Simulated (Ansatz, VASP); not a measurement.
# In: VASP beside Ansatz

```
CELL_PARAMETERS angstrom
-1.88253 1.90135 1.88253
1.88253 -1.90135 1.88253
1.88253 1.90135 -1.88253
ATOMIC_POSITIONS crystal
In 0.00000 0.00000 0.00000
```

Change from the starting cell: strain +0.0100 x Voigt [0, 1, 0, 0, 0, 0], atoms carried along.

Alike in both runs: task single point; functional LDA; k mesh 18 × 18 × 18; occupations gaussian, width 0.15 eV; no spin polarisation.

|  | VASP | Ansatz |
| --- | --- | --- |
| version | VASP 6.6.1 | Ansatz 0.2.0 |
| potentials or method | VASP PAW LDA potentials, release 64 (In_d) | scalar-relativistic, plane waves, PAW |
| plane-wave cutoff (eV) | 520 | 420 |
| valence electrons in the cell | 13 | 13 |

|  | VASP | Ansatz | Ansatz less VASP |
| --- | --- | --- | --- |
| gap on the k mesh at the Fermi level (eV) | none | none | - |
| pressure (GPa) | -3.2 | -3.2 | 0.00 |

A gap of «none» marks a metal or a gap that the smearing closes.
